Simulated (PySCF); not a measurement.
**Identify the compound**

The spectra below were simulated for a compound C$_{3}$H$_{6}$O.

1H NMR (300 MHz, computed): δ 2.67 (qdd, J = 5.3, 3.4, 1.5 Hz, 1H), 2.47 (dd, J = 6.1, 3.4 Hz, 1H), 2.08 (dd, J = 6.1, 1.5 Hz, 1H), 1.30 (d, J = 5.3 Hz, 3H).

13C{1H} NMR (computed): δ 46.0 (CH), 44.6 (CH2), 20.9 (CH3).

- coordinates at the GFN2-xTB level
- GIAO PBE0/pcSseg-1 shieldings
- J: B3LYP/pcJ-1 (without the spin–dipole term)
- code: PySCF 2.14.0 with density-fitted response routines
- single conformer, relativity neglected, no solvent model, averaged over atoms made equivalent by symmetry, fast rotation or ring inversion

Scale: TMS for 1H (σref 31.72) and 13C (σref 186.93) (reference shieldings calculated alike).

Which of these isomers gave the spectra?
A. CCC=O
B. C=COC
C. C[C@@H]1CO1
D. C1COC1
E. OC1CC1
F. CC(C)=O

## Answers

C. 

The formula gives 1 degree of unsaturation (1 ring in the answer). 3 carbon signals for 3 carbons: no two carbons are equivalent. Carbon types of the structure: 1 × CH, 1 × CH2, 1 × CH3, which accounts for all hydrogens. δC 46.0, 44.6: epoxide ring carbon; the inductive effect lowers its shielding. δC 20.9: methyl carbon; aliphatic region, no heteroatom directly attached. δH 2.67, 2.47, 2.08: hydrogen on an epoxide ring carbon. δH 1.30: hydrogen on a methyl carbon. The protons at 2.08 and 2.47 share a coupling of 6.1 Hz (geminal). The protons at 1.30 and 2.67 share a coupling of 5.3 Hz (vicinal). The protons at 2.67 and 2.47 share a coupling of 3.4 Hz (vicinal).

The others: C=COC has carbons computed at 161.3, 86.4, 55.0; CCC=O would give 3 signals for carbon-bound and other non-exchanging H, not 4; C1COC1 would give 2 carbon signals, not 3; CC(C)=O would give 2 carbon signals, not 3; OC1CC1 would give 2 carbon signals, not 3.

Multiplet labels drop couplings under 1 Hz and merge nearly equal ones. Unscaled 3J(H,H) at this level run about 10 % above measured values. Shifts are as computed. Against solution values, carbons near 30 ppm lie about +3 ppm off and those near 130 ppm about +5 ppm. Of 1211 compounds with measured shifts, 218 miss one by over three times the rms of a fit or turn the order of signals round; such compounds aren't used in these exercises.
